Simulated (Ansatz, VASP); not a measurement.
BN in VASP and in Ansatz

```xyz
4
Lattice="0.0000 -1.8124 -1.7640 -1.7640 0.0000 -1.7640 1.7640 1.8124 -3.5280" Properties=species:S:1:pos:R:3 pbc="T T T"
B    -0.0252    0.0058   -0.0195
B     0.0252   -0.0058   -3.5085
N     0.8563    0.9121   -4.4300
N    -0.8563   -0.9121   -4.3900
```

Change from the starting cell: mode 4 frozen in at -0.034 Å, equal normal strain along x and y -0.0267.

Alike in both runs: task single point; functional PBE; k mesh 6 × 6 × 6; occupations gaussian, width 0.05 eV; no spin polarisation.

|  | VASP | Ansatz |
| --- | --- | --- |
| version | VASP 6.6.1 | Ansatz 0.2.0 |
| potentials or method | VASP PAW PBE potentials, release 64 (B, N) | scalar-relativistic, plane waves, PAW |
| plane-wave cutoff (eV) | 520 | 520 |
| valence electrons in the cell | 16 | 16 |

|  | VASP | Ansatz | Ansatz less VASP |
| --- | --- | --- | --- |
| gap on the k mesh at the Fermi level (eV) | 4.24 | 4.26 | +0.013 |
| least direct gap on the mesh (eV) | 6.14 | 6.16 | +0.015 |
| pressure (GPa) | 22.5 | 22.2 | -0.35 |
| largest component of the traceless stress (GPa) | 11.76 | 11.75 | -0.007 |
| rms of the force components (eV/Å) | 0.202 | 0.202 | +0.0003 |

Atom by atom the forces differ by 0.000 eV/Å (rms over components).

Caveats: the k mesh is coarse (spacing up to 0.49 Å⁻¹), so the values aren't converged; so large a pressure means that the cell lies far from this level's equilibrium, or that cutoff or potentials fall short (VASP). A k mesh can miss the band edges.
